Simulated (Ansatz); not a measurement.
Response to strain in BaSnO3

Base system: BaSnO3 in the cubic perovskite structure (space group Pm-3m, No. 221; a = 4.1216 Å). Axes: x, y, z lie along the cube axes.

Strains are applied to the cell and any free atomic positions relax; under biaxial strain the out-of-plane vector relaxes too; under stress the whole cell relaxes.

Calculations: PBEsol (Ansatz, a program for electronic structure; PAW; 420 eV plane waves; scalar-relativistic without spin-orbit coupling), earlier PAW set.

Notes on the quantities. energy relative to the base: free energy F.

| variant | smallest direct gap | band gap | shortest interatomic distance | energy relative to the base |
|---|---|---|---|---|
| base | 1.35 eV | 0.86 eV | 2.061 Å | 0 meV/atom |
| biaxial strain −0.93 %, plane normal [001], relaxed out of plane | 1.50 eV | 1.01 eV | 2.042 Å | +2.5 meV/atom |
| biaxial strain +1.13 %, plane normal [001], relaxed out of plane | 1.15 eV | 0.66 eV | 2.048 Å | +3.4 meV/atom |
| biaxial strain +0.21 %, plane normal [110], relaxed out of plane | 1.30 eV | 0.82 eV | 2.062 Å | +0.1 meV/atom |
| uniaxial strain ε_yy = +2.16 % | 1.09 eV | 0.59 eV | 2.061 Å | +5.4 meV/atom |
| uniaxial strain ε_zz = +3.47 % | 0.94 eV | 0.43 eV | 2.061 Å | +13 meV/atom |
| uniaxial stress, 8 GPa compression along z | 1.52 eV | 1.04 eV | 2.002 Å | +9.7 meV/atom |
| tensor shear ε_xy = −3.19 % | 1.07 eV | 0.73 eV | 2.061 Å | +17 meV/atom |

Beyond what the load breaks, stability against distortions was not tested.
